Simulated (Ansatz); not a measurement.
Set up this calculation in Ansatz 0.2.0, as the native input.

```yaml
Task: single point
Functional: PBE
Potentials_or_basis: Ansatz PAW
Cutoff: "420 eV (not typed: the program's choice for these potentials)"
k_mesh: 9 × 9 × 9
Occupations: gaussian, width 0.017 eV
Spin: no spin polarisation
```

Pb:

```
Pb
1.0
    -1.97966    1.97966    1.97966
     1.97966   -1.97966    1.97966
     1.97966    1.97966   -1.97966
Pb
1
Cartesian
  0.0000 0.0000 0.0000
```

This isn't the form of Pb at room conditions, which is fcc.

One way to write it, as run:

input.yaml

```yaml
crystal:
  lattice:
    - [-1.9796595667, 1.9796595667, 1.9796595667]
    - [1.9796595667, -1.9796595667, 1.9796595667]
    - [1.9796595667, 1.9796595667, -1.9796595667]
  atoms:
    - { symbol: Pb, position: [0.0, 0.0, 0.0] }
hamiltonian:
  xc: pbe
  pseudopotentials: { kind: paw }
kpoints:
  mp_grid: { grid: [9, 9, 9] }
scf:
  occupations: { method: gaussian, width: 0.017 }
output:
  forces: true
  stress: true
  eigenvalues: true
```

Potentials or basis: Ansatz PAW.

Command:

```bash
$ ansatz run input.yaml --threads 2 --pin off --max-ram 5632MiB --backend cpu --events-out ev --progress --plain --runs-dir out
```

It gave:

| Item | Value |
| --- | --- |
| Pressure | 0.7 GPa |
| Band gap on the k mesh | none (metal or under the smearing width) |

Wall time 0.44 s on 2 threads of Arm Neoverse V2 (shared host), peak memory 0.27 GiB.
